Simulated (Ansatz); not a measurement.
**Stress against strain in Zr**

```xyz
1
Lattice="-1.8100 1.8100 1.8100 1.8100 -1.8100 1.8100 1.8100 1.8100 -1.8100" Properties=species:S:1:pos:R:3 pbc="T T T"
Zr    0.0000    0.0000    0.0000
```

The cell comes from COD entry 9008559, which wasn't checked; take it as a given geometry.

Method: Ansatz 0.2.0, DFT, PBEsol, all-electron LAPW, scalar-relativistic.

Numerical set-up: a Γ-centred 14×14×14 k mesh, Fermi–Dirac smearing of 0.08 eV, basis error target 0.5 meV/atom, no spin polarisation.

The strain is applied along the Cartesian axes of the cell as listed (γ is the engineering shear, twice εxy = εyz = εzx). Fractional coordinates are held (clamped ions).

σ is the change of stress from the unstrained cell, which is at -6.67 GPa; tension is positive, so slopes are stress–strain coefficients at that pressure. In a metal the k mesh adds noise.

Only quantities that a quadratic follows smoothly over the whole series are listed; rougher ones are left out.

```
      γ  σxy (GPa)
-0.0300      -0.62
-0.0200      -0.46
 0.0000       0.00
 0.0100       0.29
 0.0200       0.59
 0.0300       0.91
```

Q: Fit the series and read off the stiffness at zero strain.

A: Least-squares fits y = p0 + p1 x + p2 x² to the rows give σxy (GPa): p1 = 25.8, p2 = 150. So C44 (clamped ions) = 26 GPa.

Q: One run, at γ = -0.0100, is withheld. Predict its row.

A: The fits give -0.24; the run gave -0.26.
